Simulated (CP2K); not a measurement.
**Pb under changes of volume**

One of the cells (30.323 Å³/atom); the others are scaled copies at fixed shape and fractional positions:

```
Pb
1.0
     3.50021    0.00000    0.00000
     1.75010    3.03127    0.00000
     1.75010    1.01042    2.85791
Pb
1
Direct
  0.00000 0.00000 0.00000
```

```yaml
Program: CP2K 2026.2
Functional: PBE
Potentials_or_basis: POTENTIAL_UZH Pb GTH-PBE-q4; TZVP-MOLOPT-PBE-GTH basis
Density_cutoff: 6123 eV
k_mesh: 9 × 9 × 9
Occupations: fermi-dirac, width 0.05 eV
Spin: no spin polarisation
```

| volume (Å³/atom) | energy over the lowest point (meV/atom) | pressure (GPa) |
| --- | --- | --- |
| 28.503 | 77.93 | 7.2 |
| 29.110 | 53.30 | 5.8 |
| 29.716 | 33.90 | 4.4 |
| 30.323 | 19.27 | 3.2 |
| 30.929 | ? | ? |
| 31.535 | 2.72 | 1.2 |
| 32.142 | 0.00 | 0.3 |

What does the run at 30.929 Å³/atom give?

Energy over the lowest point 9.01 meV/atom; pressure 2.1 GPa.

Worked out: A Birch-Murnaghan fit of order 3 (a polynomial in V^(-2/3)) to the other rows has its minimum at 32.33 Å³/atom, just outside them, with B0 = V·E''(V) = 45 GPa and B' = 3.9. It gives 9.02 meV/atom at 30.929 Å³/atom, against the run's 9.01, and -dE/dV = 2.2 GPa, against 2.1.

Energies are extrapolated to zero smearing.

Caveats: the basis of atomic orbitals isn't converged, which shifts pressures, moduli and gaps.
